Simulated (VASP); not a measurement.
Input of a VASP 6.6.1 run:

Contents of INCAR:

```
ALGO = Normal ; EDIFF = 1E-6
ENCUT = 520 ; GGA = PE
ISIF = 2 ; ISMEAR = -1
IVDW = 12 ; LASPH = T
LCHARG = T ; LELF = T
LREAL = Auto ; LVHAR = T
LWAVE = F ; NBANDS = 48
NELM = 80 ; PREC = Accurate
SIGMA = 0.02
```

Contents of KPOINTS:

```
k-points
0
Gamma
  1 1 1
```

Contents of POSCAR:

```
H12CO8
1.0
    6.2658270000      0.0000000000      0.0000000000
    0.0000000000      6.2658270000      0.0000000000
    0.0000000000      0.0000000000      6.2658270000
O H C
8 12 1
Direct
    0.7475150527      0.1640006978      0.3175957459
    0.5105311717      0.4879164394      0.4461821241
    0.1865994704      0.7792905869      0.4525659582
    0.7891216914      0.8174499551      0.6261264475
    0.2965769722      0.5082968298      0.0575662239
    0.4335900113      0.8622644704      0.8576681099
    0.7912921949      0.3554838013      0.8002295627
    1.0087415436      0.1037851827      0.9587561227
    0.7885311867      0.0604549088      0.4322334466
    0.8909438451      0.2098845053      0.2835220315
    0.4736964490      0.4664986761      0.2914699049
    0.6153218083      0.3755609595      0.4652857476
    0.3040620177      0.6712761141      0.4631950419
    0.1989202702      0.8098531926      0.2998486872
    0.6932684225      0.7001789229      0.5628786112
    0.9385034090      0.7873342178      0.5663578008
    0.3603355152      0.6214502890     -0.0357015921
    0.3264054370      0.3703740943      0.0027610082
    0.3596811722      0.9017165651      0.7258898147
    0.5837856679      0.8674194165      0.7997028964
    0.9020197972      0.2303446935      0.8786709240
```

Potentials or basis: VASP PAW PBE potentials, release 64 (O, H, C).

Launch:

```sh
$ cat potpaw_PBE.64/O/POTCAR potpaw_PBE.64/H/POTCAR potpaw_PBE.64/C/POTCAR > POTCAR
$ mpirun -np 1 vasp_gam > vasp.out
```

Q: Estimate the dispersion energy per atom.

A: -0.035 eV.

Q: What does it give for the largest force?

A: 2.632 eV/Å.

Q: Estimate the band gap on the k mesh.

A: 4.92 eV, direct.

Q: Predict the pressure.

A: 0.7 GPa.

Stress tensor (GPa, compression positive):
```
 0.26 -2.55  0.79
-2.55  1.47 -0.95
 0.79 -0.95  0.44
```

Caveat: the standard files for N, O and F lose accuracy on very short bonds. Expect the measured gap to be larger: semilocal functionals such as PBE lack the derivative discontinuity.
